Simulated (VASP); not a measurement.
Input of a VASP 6.6.1 run:

INCAR

```
SYSTEM = Ni
PREC = Accurate ; ENCUT = 520
EDIFF = 1E-6 ; ISMEAR = -1
SIGMA = 0.1 ; LREAL = .False.
LASPH = .True. ; NELM = 100
ALGO = Normal ; ISIF = 2
LWAVE = .False. ; LCHARG = .False.
GGA = PE ; NBANDS = 17
```

The input KPOINTS:

```
Automatic mesh
0
Gamma
  8 8 5
  0 0 0
```

The input POSCAR:

```
Ni
1.0
    1.2790130000      2.2153140000      0.0000000000
   -1.2790130000      2.2153140000      0.0000000000
    0.0000000000      0.0000000000      4.0054760000
Ni
2
Direct
    0.3333300000      0.3333400000      0.2500000000
    0.6666600000      0.6666700000      0.7500000000
```

Potentials or basis: VASP PAW PBE potentials, release 64 (Ni).

Command:

```bash
$ cat potpaw_PBE.64/Ni/POTCAR > POTCAR
$ mpirun -np 1 vasp_std > vasp.out
```

Problem. Predict the pressure.

Solution. -6.7 GPa.

Problem. What does it give for the band gap on the k mesh?

Solution. None (metal or under the smearing width).

Stress tensor (GPa, compression positive):
```
-9.08  0.00  0.00
 0.00 -9.08  0.00
 0.00  0.00 -1.86
```

Caveat: the run has no spin polarisation, though such a crystal can be magnetic. Spin polarisation is off, so any magnetic state and its effect on volume and gap are missing.
